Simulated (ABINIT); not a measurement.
A run of ABINIT 10.8.3 (patched build) is set up as follows.

run.abi

```
pp_dirpath "./"
pseudos "B_ONCV_PBE-1.2.upf"

acell 3*1.0
rprim
     3.5625872792     0.0000000000     0.0000000000
     0.0000000000     3.5625872792     0.0000000000
     0.0000000000     0.0000000000     3.5625872792
ntypat 1
znucl 5
natom 1
typat 1
chkprim 0
chksymtnons 0
tolsym 1.0e-6
xred
            1/2            1/2            1/2

ecut 22.0
ecutsm 0.5

kptopt 1
ngkpt 10 10 10
nshiftk 1
shiftk 0.0 0.0 0.0

ixc 11
vdw_xc 7

nband 6
occopt 3
tsmear 0.05 eV

nstep 80
tolvrs 1.0e-12

iomode 3
prteig 0
prtebands 0
prtwf 0
prtden 0

ionmov 2
optcell 2
ntime 50
tolmxf 2.0e-5
dilatmx 1.08
```

Potentials or basis: SG15 NC PBE v1.2.

Command:

```bash
$ abinit run.abi > log 2>&1
```

(1) Predict the space group after relaxing (to 0.05 Å).

(2) What does it give for the relaxed cell?

Results:

(1) Pm-3m (No. 221).

(2) a = 1.867 Å, b = 1.867 Å, c = 1.867 Å, α = 90.00°, β = 90.00°, γ = 90.00°.
